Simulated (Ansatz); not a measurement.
# HfO2 (Fm-3m) in Ansatz: further runs

Runs on HfO2. Level: PBE. Tasks: band structure, single point, equation of state.

Program: Ansatz 0.2.0. These are calculated values, not measurements. Logs are shortened: lines on timing, memory, paths and dates and some standing lists are left out, and cuts for length are marked.

## 1. The structure

The structure is cubic, space group Fm-3m (No. 225). The conventional cell has a = 5.115 Å, b = 5.115 Å, c = 5.115 Å, α = 90.00°, β = 90.00°, γ = 90.00°. Around Hf (site symmetry m-3m) lie 8 O at 2.21 Å. O (site symmetry -43m) has 4 Hf at 2.21 Å as nearest neighbours.

Measurements of this composition are mostly on another form, of space group No. 14.

## 2. Band structure, PBE

input.yaml reads:

```yaml
crystal:
  lattice:
    - [0.0, 2.5575, 2.5575]
    - [2.5575, 0.0, 2.5575]
    - [2.5575, 2.5575, 0.0]
  atoms:
    - { symbol: Hf, position: [0.0, 0.0, 0.0] }
    - { symbol: O, position: [0.75, 0.75, 0.75] }
    - { symbol: O, position: [0.25, 0.25, 0.25] }
hamiltonian:
  xc: pbe
  pseudopotentials: { kind: paw }
kpoints:
  mp_grid: { grid: [9, 9, 9] }
  band_path:
    path:
      - [[0.0, 0.0, 0.0], [0.5, 0.0, 0.5], [0.5, 0.25, 0.75], [0.375, 0.375, 0.75], [0.0, 0.0, 0.0], [0.5, 0.5, 0.5], [0.625, 0.25, 0.625], [0.5, 0.25, 0.75], [0.5, 0.5, 0.5], [0.375, 0.375, 0.75]]
      - [[0.625, 0.25, 0.625], [0.5, 0.0, 0.5]]
    npoints: 14
scf:
  occupations: { method: fermi_dirac, width: 0.05 }
  n_extra_bands: 7
output:
  forces: true
  stress: true
  eigenvalues: true
  fatbands: false
```

Potentials or basis: Ansatz PAW.

Run with:

```sh
ansatz run input.yaml --threads 2 --pin off --max-ram 5632MiB --backend cpu --events-out ev --progress --plain --runs-dir out
```

The program printed:

```text
Warning: RAYON_NUM_THREADS=2 ignored (pool sized by the plan → 2); use --threads N
scf.n_extra_bands = 7 over 19 filled bands (N_el = 38.0): the run solves 26 bands
Engine: ansatz 0.2.0, aarch64-unknown-linux-gnu
Pseudopotentials: kind: paw
Pseudopotential: Hf, paw, valence charge 26, recommended cutoff 420 eV (normal), Hf.paw.azcp
Pseudopotential: O, paw, valence charge 6, recommended cutoff 420 eV (normal), O.paw.azcp
Functional definition: PBE
  parameter kappa = 0.804
  parameter beta = 0.06672455060314922
  exchange = pbe_x(kappa = kappa, mu = beta*pi^2/3)
  correlation = pbe_c(beta = beta)
Crystal: 3 atoms, lattice volume = 33.456 Å³
Basis set: ecut = 420 eV, 645 PW (Γ), exchange–correlation on 50×50×50 points (8 copies of the dense FFT grid, shifted against one another)
Bands: 26, of which v1, the nominal top of the filled ones, is band 19 counted from 1 (18 counted from 0)
Symmetry: 48 space group operations
Space group: Fm-3m (ITA 225), of the structure as read, at distance tolerance 3.2e-5 Å
k-points: 35 of 729
Non-local potential: Hf, projectors of the file, l = 0: 3, l = 1: 2, l = 2: 2, l = 3: 3
Non-local potential: O, projectors of the file, l = 0: 2, l = 1: 2, l = 2: 1
PAW form: soft (Blöchl's): semilocal exchange-correlation on the pseudo side does not see the compensation charge
PAW one-centre angular grid: Hf, 590 points (default); XC on 64 Gauss nodes
PAW one-centre angular grid: O, 110 points (default); XC on 64 Gauss nodes
Initial density: superposition of atomic densities (neutral atoms: chi_scale 0, normalization atom), corrected by the library's trained network
Initial wavefunctions: pseudopotential atomic-orbital guess
Functional: x = pbe(κ = 0.804, μ = 0.2195149727645171), c = pbe(β = 0.06672455060314922)
SCF iter   1: F=—  HF=-16861.406489 eV  |F-HF|=—  |Δ(HF+E_count)|=         —  Δρ=2.39e-3  dr2=1.38e-3  ethr=1.77e-3  ⟨swp⟩=4.6  Hψ=3279  notcnv=0  defer=10
preconditioner: auto → none  [insulator: Δε(μ)=3.846 eV  Ē_g=20.157 eV  σ=0.050 eV  W_gap=1.00  n_scr=14 (ndim 8)  ℏωp=38.5 eV  f_vac=0.066  D(μ)=0.00/eV (n_scr^D=0)  ε∞_Penn≈4.7]
SCF iter   2: F=—  HF=-16861.407362 eV  |F-HF|=—  |Δ(HF+E_count)|=   8.73e-4  Δρ=1.80e-3  dr2=7.82e-4  ethr=3.64e-6  ⟨swp⟩=2.0  Hψ=1750  notcnv=0  defer=36
SCF iter   3: F=—  HF=-16861.407258 eV  |F-HF|=—  |Δ(HF+E_count)|=   1.04e-4  Δρ=6.70e-4  dr2=5.60e-5  ethr=2.06e-6  ⟨swp⟩=2.2  Hψ=1176  notcnv=0  defer=36
SCF iter   4: F=—  HF=-16861.407535 eV  |F-HF|=—  |Δ(HF+E_count)|=   2.77e-4  Δρ=1.08e-4  dr2=3.23e-6  ethr=1.47e-7  ⟨swp⟩=2.0  Hψ=1487  notcnv=0  defer=36
SCF iter   5: F=—  HF=-16861.407535 eV  |F-HF|=—  |Δ(HF+E_count)|=   3.55e-7  Δρ=4.93e-5  dr2=5.20e-7  ethr=8.49e-9  ⟨swp⟩=2.9  Hψ=1456  notcnv=0  defer=36
SCF iter   6: F=-16861.407535 eV  HF=-16861.407535 eV  |F-HF|=3.29e-8  |Δ(HF+E_count)|=   6.32e-8  Δρ=1.49e-5  dr2=3.58e-8  ethr=2.63e-10  ⟨swp⟩=8.7  Hψ=4069  notcnv=0
SCF 1 converged in 6 iterations: F = -16861.407535 eV  dr2 = 3.58e-8
NSCF: frozen V_eff on 142 k-points
SCF converged after 6 iterations
Free energy (F): -16861.407535 eV
Harris-Foulkes:  -16861.407535 eV  (|F-HF|=3.29e-8)
Internal energy: -16861.407535 eV  (E = F + TS)
E sigma→0 (E₀):  -16861.407535 eV
Fermi energy:    17.399511 eV
--- Per-component energies (eV) ---
  E_band       = 31.849875
  E_kinetic    = 769.824607
  E_local      = -5811.758816  (includes V_loc(G=0)·N_el)
  E_nonlocal   = -1147.590659
  E_hartree    = 2659.724543
  E_xc         = -447.324885
  E_vxc        = -454.250592  (∫ρ·V_xc dr)
  E_paw        = -7242.180122  (= ΣΔE_a)
  E_vpaw       = 1356.166181  (= ΣTr[D̂ρ^β])
  E_aug_tail   = 0.004955  (compensation charges beyond the density's cutoff)
  E_ewald      = -5642.107159
  E_smearing   = -0.000000  (= −TS)
  E_closure    = 0.000000  (closes the sum)
  Σ components = -16861.407535   (vs F -16861.407535, Δ=0.00e0)
--- Forces (eV/Å), atoms counted from 1 ---
  atom   1  Hf    -0.00000000    -0.00000000     0.00000000
  atom   2  O      0.00000000     0.00000000     0.00000000
  atom   3  O      0.00000000     0.00000000     0.00000000
  max |Σ_I F_I| component: 1.16e-18 eV/Å
--- Stress (GPa, compression-positive) ---
       -2.461035      -0.000000       0.000000
        0.000000      -2.461035       0.000000
        0.000000      -0.000000      -2.461035
  P = ⅓ Tr σ = -2.4610 GPa (-24.610 kbar)
--- Band table (eV; the first three rows and the last of 35) ---
  k-point 0: bands = ["-45.6329", "-14.1574", "-14.1574", "-14.1574", "-3.0842", "-0.3481", "4.4656", "4.4656", "4.4656", "4.5269", "4.5269", "4.5269", "4.7219", "10.2960", "10.2960", "10.2960", "14.9189", "14.9189", "14.9189", "19.3478", "19.3478", "21.1023", "25.6340", "25.6340", "25.6340", "29.4425"]
  k-point 1: bands = ["-45.6314", "-14.2061", "-14.1628", "-14.1628", "-2.9297", "-0.4558", "4.4680", "4.4680", "4.4685", "4.5228", "4.5228", "4.5271", "4.6881", "10.4145", "10.4145", "10.6230", "14.5469", "14.6957", "14.6957", "19.5703", "19.5703", "21.6028", "25.0889", "25.4307", "25.4307", "29.0026"]
  k-point 2: bands = ["-45.6279", "-14.3257", "-14.1763", "-14.1763", "-2.5413", "-0.6999", "4.4732", "4.4732", "4.4777", "4.5139", "4.5139", "4.5273", "4.6210", "10.7197", "10.7197", "11.4235", "13.7588", "14.2435", "14.2435", "19.9583", "19.9583", "22.3556", "24.4231", "25.0226", "25.0226", "28.1217"]
  k-point 34: bands = ["-45.6170", "-14.4510", "-14.3913", "-14.2643", "-1.2629", "-1.2585", "4.4886", "4.4928", "4.4947", "4.4985", "4.5016", "4.5142", "4.5205", "10.2871", "10.7191", "12.7314", "13.1428", "14.1976", "15.1792", "20.1642", "20.5663", "22.3757", "22.5568", "23.6534", "27.8457", "29.0636"]
```

bands.tsv:

```text
# k_distance	band_0	band_1	band_2	band_3	band_4	band_5	band_6	band_7	band_8	band_9	band_10	band_11	band_12	band_13	band_14	band_15	band_16	band_17	band_18	band_19	band_20	band_21	band_22	band_23	band_24	band_25
[... 160 lines left out ...]
7.854219	-63.016238	-31.970853	-31.669468	-31.668724	-18.810067	-18.493468	-12.913634	-12.913569	-12.904529	-12.898365	-12.896519	-12.896430	-12.858313	-8.217013	-5.291615	-5.286897	-3.413445	-3.408194	-1.875845	1.850678	3.499580	4.530476	6.059985	6.067554	10.977643	11.553357
7.885241	-63.016239	-31.971313	-31.668848	-31.668848	-18.810599	-18.493002	-12.913641	-12.913641	-12.904527	-12.898364	-12.896468	-12.896468	-12.858237	-8.220628	-5.287381	-5.287381	-3.409823	-3.409823	-1.874681	1.845748	3.500046	4.529522	6.066139	6.066139	10.966388	11.557477
```

It took 3.4 s on 2 threads of Arm Neoverse N1, shared host; peak memory 0.31 GiB.

What came out:

```yaml
Free_energy: -16861.4075 eV
Pressure: -2.5 GPa
Band_gap_on_the_k_mesh: 3.83 eV, indirect (least direct gap 3.94 eV)
Band_gap_along_the_path: 3.72 eV, direct
```

Levels at the corners of the path, in eV from the valence-band top:
```tsv
point	band 15	band 16	band 17	band 18	band 19	band 20	band 21	band 22	band 23	band 24
Γ	-5.23	-5.23	-0.61	-0.61	-0.61	3.82	3.82	5.58	10.11	10.11
X	-3.41	-3.41	-1.54	-1.54	0.00	3.72	5.37	6.40	7.94	7.94
W	-4.97	-2.53	-2.53	-1.40	-0.20	4.72	5.04	6.86	6.86	8.08
K	-3.96	-3.30	-2.21	-1.33	-0.33	4.23	5.30	6.69	7.32	8.21
Γ	-5.23	-5.23	-0.61	-0.61	-0.61	3.82	3.82	5.58	10.11	10.11
L	-4.22	-3.06	-2.67	-1.81	-1.81	4.52	4.52	6.75	8.93	9.11
U	-3.96	-3.30	-2.21	-1.33	-0.33	4.23	5.30	6.69	7.32	8.21
W	-4.97	-2.53	-2.53	-1.40	-0.20	4.72	5.04	6.86	6.86	8.08
L	-4.22	-3.06	-2.67	-1.81	-1.81	4.52	4.52	6.75	8.93	9.11
K	-3.96	-3.30	-2.21	-1.33	-0.33	4.23	5.30	6.69	7.32	8.21
U	-3.96	-3.30	-2.21	-1.33	-0.33	4.23	5.30	6.69	7.32	8.21
X	-3.41	-3.41	-1.54	-1.54	0.00	3.72	5.37	6.40	7.94	7.94
```

Caveat: the k mesh misses the band edges, so the gap on the mesh is wider than the one along the path; the pressure holds a Pulay correction of +0.9 GPa for the finite cutoff; spin-orbit coupling is left out, which moves the levels of the heavy elements.

(Part 1 of 2 ends here.)
